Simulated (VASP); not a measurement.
# Y (Fm-3m) in VASP: further runs

The runs below take Y through single point, with BLYP.

All numbers are computed with VASP 6.6.1; they aren't measurements. Logs are shortened: lines on timing, memory, paths and dates and some standing lists are left out, and cuts for length are marked.

### Step 1. The structure

The structure is cubic, space group Fm-3m (No. 225). Conventional cell: a = 5.116 Å, b = 5.116 Å, c = 5.116 Å, α = 90.00°, β = 90.00°, γ = 90.00°. Around Y (site symmetry m-3m) lie 12 Y at 3.62 Å.

This isn't the form of Y at room conditions, which is hcp.

### Step 2. Single point, BLYP

INCAR reads:

```
SYSTEM = Y
PREC     = Accurate       ! precision mode
ENCUT    = 520            ! plane-wave cutoff, eV
EDIFF    = 1E-6           ! SCF threshold, eV
ISMEAR   = -1             ! smearing method
SIGMA    = 0.1            ! smearing width, eV
LREAL    = .False.        ! projectors in reciprocal space
LASPH    = .True.         ! aspherical terms in the spheres
NELM     = 80             ! most SCF steps
ALGO     = Normal         ! electronic algorithm
ISIF     = 2              ! what is computed and relaxed
LWAVE    = .False.        ! write WAVECAR
LCHARG   = .False.        ! write CHGCAR
GGA      = B5             ! functional
ALDAX    = 1.0          
AGGAX    = 1.0          
AGGAC    = 1.0          
ALDAC    = 0.0          
NBANDS   = 12             ! bands
```

KPOINTS reads:

```
regular mesh
0
Gamma
  17 17 17
  0 0 0
```

POSCAR reads:

```
Y
1.0
    0.0000000000      2.5578048788      2.5578048788
    2.5578048788      0.0000000000      2.5578048788
    2.5578048788      2.5578048788      0.0000000000
Y
1
Direct
    0.0000000000      0.0000000000      0.0000000000
```

Potentials or basis: VASP PAW PBE potentials, release 64 (Y_sv).

Started as:

```bash
$ cat potpaw_PBE.64/Y_sv/POTCAR > POTCAR
$ mpirun -np 1 vasp_std > vasp.out
```

OUTCAR:

```text
SYSTEM = Y
   PREC = Accurate
   ENCUT = 520
   EDIFF = 1E-6
   ISMEAR = -1
   LREAL = .False.
   LASPH = .True.
   NELM = 80
   ISIF = 2
   GGA = B5

 ion  position               nearest neighbor table
   1  0.000  0.000  0.000-

  LATTYP: Found a face centered cubic cell.
 ALAT       =     5.1156097576

  Lattice vectors:

 A1 = (   0.0000000000,   2.5578048788,   2.5578048788)
 A2 = (   2.5578048788,   0.0000000000,   2.5578048788)
 A3 = (   2.5578048788,   2.5578048788,   0.0000000000)

Analysis of symmetry for initial positions (statically):
=====================================================================
 Subroutine PRICEL returns:
 Original cell was already a primitive cell.

 Routine SETGRP: Setting up the symmetry group for a
 face centered cubic supercell.

 Subroutine GETGRP returns: Found 48 space group operations
 (whereof 48 operations were pure point group operations)
 out of a pool of 48 trial point group operations.

The static configuration has the point symmetry O_h .

Analysis of symmetry for dynamics (positions and initial velocities):
=====================================================================
 Subroutine PRICEL returns:
 Original cell was already a primitive cell.

 Routine SETGRP: Setting up the symmetry group for a
 face centered cubic supercell.

 Subroutine GETGRP returns: Found 48 space group operations
 (whereof 48 operations were pure point group operations)
 out of a pool of 48 trial point group operations.

The dynamic configuration has the point symmetry O_h .

 Subroutine INISYM returns: Found 48 space group operations
 (whereof 48 operations are pure point group operations),
 and found     1 'primitive' translations

----------------------------------------------------------------------------------------

                                     Primitive cell

  volume of cell :      33.4682

  direct lattice vectors                    reciprocal lattice vectors
     0.000000000  2.557804879  2.557804879    -0.195480118  0.195480118  0.195480118
     2.557804879  0.000000000  2.557804879     0.195480118 -0.195480118  0.195480118
     2.557804879  2.557804879  0.000000000     0.195480118  0.195480118 -0.195480118

  length of vectors
     3.617282350  3.617282350  3.617282350     0.338581497  0.338581497  0.338581497

  position of ions in fractional coordinates (direct lattice)
     0.000000000  0.000000000  0.000000000

  ion indices of the primitive-cell ions
   primitive index   ion index
                 1           1

----------------------------------------------------------------------------------------

 KPOINTS: regular mesh

Automatic generation of k-mesh.
 Grid dimensions read from file:
 generate k-points for:   17   17   17

 Generating k-lattice:

  Cartesian coordinates                     Fractional coordinates (reciprocal lattice)
    -0.011498830  0.011498830  0.011498830     0.058823529  0.000000000  0.000000000
     0.011498830 -0.011498830  0.011498830     0.000000000  0.058823529  0.000000000
     0.011498830  0.011498830 -0.011498830     0.000000000  0.000000000  0.058823529

  Length of vectors
     0.019916559  0.019916559  0.019916559

  Shift w.r.t. Gamma in fractional coordinates (k-lattice)
     0.000000000  0.000000000  0.000000000

 Subroutine IBZKPT returns following result:
 ===========================================

 Found    165 irreducible k-points:

 Following reciprocal coordinates:
            Coordinates               Weight
  0.000000  0.000000  0.000000      1.000000
  0.058824  0.000000  0.000000      8.000000
  0.117647  0.000000  0.000000      8.000000
  0.176471  0.000000  0.000000      8.000000
  0.235294  0.000000  0.000000      8.000000
  0.294118  0.000000  0.000000      8.000000
[... 16 lines left out ...]
 -0.176471  0.058824  0.000000     24.000000
 -0.117647  0.058824  0.000000     24.000000
 [... further k-points ...]
   k-points           NKPTS =    165   k-points in BZ     NKDIM =    165   number of bands    NBANDS=     12
   number of dos      NEDOS =    301   number of ions     NIONS =      1
   total plane-waves  NPLWV =  21952
   dimension x,y,z NGX =    28 NGY =   28 NGZ =   28
   dimension x,y,z NGXF=    56 NGYF=   56 NGZF=   56
   ions per type =               1
   NGX,Y,Z   is equivalent  to a cutoff of  12.87, 12.87, 12.87 a.u.
   NGXF,Y,Z  is equivalent  to a cutoff of  25.74, 25.74, 25.74 a.u.
 SYSTEM =  Y
   PREC   = accura    normal or accurate (medium, high low for compatibility)
   ISTART =      0    job   : 0-new  1-cont  2-samecut
   ICHARG =      2    charge: 1-file 2-atom 10-const
   ISPIN  =      1    spin polarized calculation?
   LNONCOLLINEAR =      F non collinear calculations
   LSORBIT =      F    spin-orbit coupling
   LASPH  =      T    aspherical Exc in radial PAW
   ENCUT  =  520.0 eV  38.22 Ry    6.18 a.u.   6.73  6.73  6.73*2*pi/ulx,y,z
   NELM   =     80;   NELMIN=  2; NELMDL= -5     # of ELM steps
   EDIFF  = 0.1E-05   stopping-criterion for ELM
   LREAL  =      F    real-space projection
   EDIFFG = 0.1E-04   stopping-criterion for IOM
   NSW    =      0    number of steps for IOM
   IBRION =     -1    ionic relax: 0-MD 1-quasi-New 2-CG
   NFREE  =      0    steps in history (QN), initial steepest desc. (CG)
   ISIF   =      2    stress and relaxation
   ISYM   =      2    0-nonsym 1-usesym 2-fastsym
   POTIM  = 0.5000    time-step for ionic-motion
   TEBEG  =    0.0;   TEEND  =   0.0 temperature during run
   PSTRESS=    0.0 pullay stress
   NELECT =      11.0000    total number of electrons
   NUPDOWN=      -1.0000    fix difference up-down
   EMIN   =  10.00;   EMAX   =-10.00  energy-range for DOS
   EFERMI =   0.00;   METHOD = LEGACY
   ISMEAR =    -1;   SIGMA  =   0.10  broadening in eV -4-tet -1-fermi 0-gaus
   EFERMI_NEDOS =   21; number of points for ismear=-14 and -15
   IALGO  =     38    algorithm
   IMIX   =      4    mixing-type and parameters
     AMIX     =   0.40;   BMIX     =  1.00
     AMIX_MAG =   1.60;   BMIX_MAG =  1.00
  volume/ion in A,a.u.               =      33.47       225.85
  Fermi-wavevector in a.u.,A,eV,Ry     =   1.129783  2.134980 17.366603  1.276409
  Thomas-Fermi vector in A             =   2.266477
   LORBIT       =      0    0 simple, 1 ext, 2 COOP (PROOUT), +10 PAW based schemes
   GGA     = B5    functional components
   LHFCALC =     F    Hartree Fock is set to
   AEXX    =    0.0000 exact exchange contribution
   IVDW    =     0    specifies the selected vdW correction
   LEPSILON=     F    determine dielectric tensor
   LRPA    =     F    only Hartree local field effects (RPA)
 non-spin polarized calculation
  energy-cutoff  :      520.00
  volume of cell :       33.47
 maximum number of plane-waves:       918
   NGX = 13   NGY = 13   NGZ = 13

 number of electron      11.0000001 magnetization

 Free energy of the ion-electron system (eV)
  ---------------------------------------------------
  ext. energy  EPLUGINS =         0.00000000
  ---------------------------------------------------
  free energy    TOTEN  =        -5.45991245 eV

  energy without entropy =       -5.40443069  energy(sigma->0) =       -5.43217157

 E-fermi :   3.4519     XC(G=0):  -8.8364

 val. band max:        3.4459052403   @ k =  -0.3529   0.2353   0.0588
 cond. band min:       3.4735942338   @ k =  -0.2941   0.2941   0.0000
 fundamental gap:      0.0276889935
 Fermi energy:         3.4518678628

 k-point     1 :       0.0000    0.0000    0.0000
  band No.  band energies     occupation
      1     -39.2888      2.00000
      2     -19.0918      2.00000
      3     -19.0918      2.00000
      4     -19.0918      2.00000
      5      -1.1614      2.00000
      6       5.0916      0.00000
      7       5.0916      0.00000
      8       5.0916      0.00000
      9       6.9779      0.00000
     10       6.9779      0.00000
     11      12.4081      0.00000
     12      15.6247      0.00000

 k-point     2 :       0.0588    0.0000    0.0000
  band No.  band energies     occupation
      1     -39.2868      2.00000
      2     -19.1100      2.00000
      3     -19.0941      2.00000
      4     -19.0941      2.00000
      5      -1.0771      2.00000
      6       5.0009      0.00000
      7       5.1315      0.00000
      8       5.1315      0.00000
      9       6.9356      0.00000
     10       6.9356      0.00000
     11      12.5990      0.00000
     12      15.1930      0.00000

 k-point     3 :       0.1176    0.0000    0.0000
  band No.  band energies     occupation
      1     -39.2812      2.00000
      2     -19.1620      2.00000
      3     -19.1008      2.00000
      4     -19.1008      2.00000
      5      -0.8313      2.00000
      6       4.7648      0.00000
      7       5.2334      0.00000
      8       5.2334      0.00000
      9       6.8422      0.00000
     10       6.8422      0.00000
     11      13.0985      0.00000
     12      14.4055      0.00000
[... 286 lines left out ...]
 k-point    23 :      -0.1765    0.0588    0.0000
  band No.  band energies     occupation
      1     -39.2680      2.00000
      2     -19.2738      2.00000
      3     -19.1319      2.00000
      4     -19.1097      2.00000
      5      -0.2238      2.00000
      6       4.3140      0.00036
      7       5.3236      0.00000
      8       5.4283      0.00000
      9       6.5217      0.00000
     10       7.0741      0.00000
     11      13.2626      0.00000
     12      14.3323      0.00000

 k-point    24 :      -0.1176    0.0588    0.0000
  band No.  band energies     occupation
      1     -39.2771      2.00000
      2     -19.1933      2.00000
      3     -19.1178      2.00000
      4     -19.1003      2.00000
      5      -0.6458      2.00000
      6       4.6028      0.00002
      7       5.2894      0.00000
      8       5.3192      0.00000
      9       6.5998      0.00000
     10       6.9805      0.00000
     11      13.4452      0.00000
     12      14.1737      0.00000

 [... further k-points ...]

------------------------ aborting loop because EDIFF is reached ----------------------------------------

  FORCE on cell =-STRESS in cart. coord.  units (eV):
  Direction    XX          YY          ZZ          XY          YZ          ZX
  --------------------------------------------------------------------------------------
  -------------------------------------------------------------------------------------
  Total       -0.0177537     -0.0177537     -0.0177537      0.0000000     -0.0000000      0.0000000
  in kB       -0.8498986     -0.8498986     -0.8498986      0.0000000     -0.0000000      0.0000000
  external PRESSURE =      -0.8498986 kB  Pullay stress =       0.0000000 kB

 VOLUME and BASIS-vectors are now :
 -----------------------------------------------------------------------------
  energy-cutoff  :      520.00
  volume of cell :       33.47
      direct lattice vectors                 reciprocal lattice vectors
     0.000000000  2.557804879  2.557804879    -0.195480118  0.195480118  0.195480118
     2.557804879  0.000000000  2.557804879     0.195480118 -0.195480118  0.195480118
     2.557804879  2.557804879  0.000000000     0.195480118  0.195480118 -0.195480118

 POSITION                                       TOTAL-FORCE (eV/Angst)
 -----------------------------------------------------------------------------------
      0.00000      0.00000      0.00000         0.000000      0.000000      0.000000
 -----------------------------------------------------------------------------------
    total drift:                               -0.000000     -0.000000     -0.000000

  FREE ENERGIE OF THE ION-ELECTRON SYSTEM (eV)
  ---------------------------------------------------
  free  energy   TOTEN  =        -5.4599124493 eV

  energy  without entropy=       -5.4044306925  energy(sigma->0) =       -5.43217157
```

Run time: 64 s. Hardware: 1 thread of AMD EPYC 7R13 (Zen 3), shared host; peak memory 0.19 GiB.

Results:

* Free energy: -5.4599 eV
* Pressure: -0.1 GPa
* Band gap on the k mesh: none (metal or under the smearing width)

Levels at points of the mesh, in eV from the Fermi level:
| k point | band 3 | band 4 | band 5 | band 6 | band 7 | band 8 |
| --- | --- | --- | --- | --- | --- | --- |
| (0.00, 0.00, 0.00) | -22.54 | -22.54 | -4.61 | 1.64 | 1.64 | 1.64 |

Caveat: the PAW data sets were made with another functional, which shifts forces and pressure a little.

### Step 3. Single point, BLYP

This run uses another cell than the first one, of 29.45 Å³/atom, 0.880 times its volume.

INCAR reads:

```
PREC     = Accurate       # precision mode
ENCUT    = 520            # plane-wave cutoff, eV
EDIFF    = 1E-6           # SCF threshold, eV
ISMEAR   = -1             # smearing method
SIGMA    = 0.1            # smearing width, eV
LREAL    = F              # projectors in reciprocal space
LASPH    = T              # aspherical terms in the spheres
NELM     = 60             # most SCF steps
ALGO     = Fast           # electronic algorithm
ISIF     = 2              # what is computed and relaxed
LWAVE    = F              # write WAVECAR
LCHARG   = T              # write CHGCAR
GGA      = B5             # functional
ALDAX    = 1.0          
AGGAX    = 1.0          
AGGAC    = 1.0          
ALDAC    = 0.0          
LELF     = T              # ELF
LVHAR    = T            
NBANDS   = 12             # bands
```

KPOINTS reads:

```
regular mesh
0
Gamma
  12 12 12
```

POSCAR reads:

```
Y
1.0
    0.0000000000      2.4511034174      2.4511034174
    2.4511034174      0.0000000000      2.4511034174
    2.4511034174      2.4511034174      0.0000000000
Y
1
Direct
    0.0000000000      0.0000000000      0.0000000000
```

Potentials or basis: VASP PAW PBE potentials, release 64 (Y_sv).

Started as:

```bash
$ cat potpaw_PBE.64/Y_sv/POTCAR > POTCAR
$ mpirun -np 1 vasp_std > vasp.out
```

It took 55 s on 1 thread of AMD EPYC 7R13 (Zen 3), shared host; peak memory 0.15 GiB.

The run converged. Its results:

```
Free energy            : -5.3939 eV
Pressure               : 5.8 GPa
Band gap on the k mesh : none (metal or under the smearing width)
```

Levels at points of the mesh, in eV from the Fermi level:
| k point | band 1 | band 2 | band 3 | band 4 | band 5 | band 6 | band 7 | band 8 | band 9 | band 10 |
| --- | --- | --- | --- | --- | --- | --- | --- | --- | --- | --- |
| (0.00, 0.00, 0.00) | -42.45 | -22.15 | -22.15 | -22.15 | -4.77 | 1.79 | 1.79 | 1.79 | 4.00 | 4.00 |
| (0.50, 0.00, 0.00) | -42.35 | -22.93 | -22.25 | -22.25 | -2.08 | 1.11 | 1.60 | 1.60 | 5.62 | 5.62 |
| (0.50, 0.50, 0.00) | -42.32 | -22.88 | -22.42 | -22.42 | -1.96 | -1.11 | 2.71 | 5.63 | 6.09 | 6.09 |

Caveat: the PAW data sets were made with another functional, which shifts forces and pressure a little.

### Step 4. Single point, BLYP

This run uses another cell than the first one, of 32.13 Å³/atom, 0.960 times its volume.

INCAR reads:

```
SYSTEM = Y
PREC = Accurate
ENCUT = 520
EDIFF = 1E-6
ISMEAR = -1
SIGMA = 0.1
LREAL = .False.
LASPH = .True.
NELM = 60
ALGO = Normal
ISIF = 2
LWAVE = .False.
LCHARG = .False.
GGA = B5
ALDAX = 1.0
AGGAX = 1.0
AGGAC = 1.0
ALDAC = 0.0
NBANDS = 12
```

KPOINTS reads:

```
regular mesh
0
Gamma
  12 12 12
  0 0 0
```

POSCAR reads:

```
Y
1.0
    0.0000000000      2.5232357103      2.5232357103
    2.5232357103      0.0000000000      2.5232357103
    2.5232357103      2.5232357103      0.0000000000
Y
1
Direct
    0.0000000000      0.0000000000      0.0000000000
```

Started as:

```bash
$ cat potpaw_PBE.64/Y_sv/POTCAR > POTCAR
$ mpirun -np 1 vasp_std > vasp.out
```

Wall time 39 s (1 thread of AMD EPYC 7R13 (Zen 3), shared host); peak memory 0.16 GiB.

Results (log left out):

```
Free energy            : -5.4536 eV
Pressure               : 1.5 GPa
Band gap on the k mesh : none (metal or under the smearing width)
```

Levels at points of the mesh, in eV from the Fermi level:
```
           k point  band 1  band 2  band 3  band 4  band 5  band 6  band 7  band 8  band 9  band 10
(0.00, 0.00, 0.00)  -42.64  -22.42  -22.42  -22.42   -4.67    1.69    1.69    1.69    3.67     3.67
(0.50, 0.00, 0.00)  -42.57  -23.01  -22.50  -22.50   -1.98    0.81    1.53    1.53    5.12     5.12
(0.50, 0.50, 0.00)  -42.55  -22.97  -22.63  -22.63   -1.76   -0.95    2.27    5.13    5.53     5.53
```

Caveat: the PAW data sets were made with another functional, which shifts forces and pressure a little.

### Step 5. Summary

```tsv
cell	k mesh	gap on the mesh (eV)	pressure (GPa)
Fm-3m, 33.47 Å³/atom	17 × 17 × 17	none	-0.1
Fm-3m, 29.45 Å³/atom	12 × 12 × 12	none	5.8
Fm-3m, 32.13 Å³/atom	12 × 12 × 12	none	1.5
```

Alike in all rows: task single point; level BLYP; potentials or basis VASP PAW PBE potentials, release 64 (Y_sv); no spin polarisation; cutoff (eV) 520; smearing fermi-dirac 0.1 eV.

Every run on the cell as given and a fine mesh finds a metal.

Caveats: the PAW data sets were made with another functional, which shifts forces and pressure a little.

Total energies depend on the potentials used, so only differences within one code and one set of settings carry meaning.
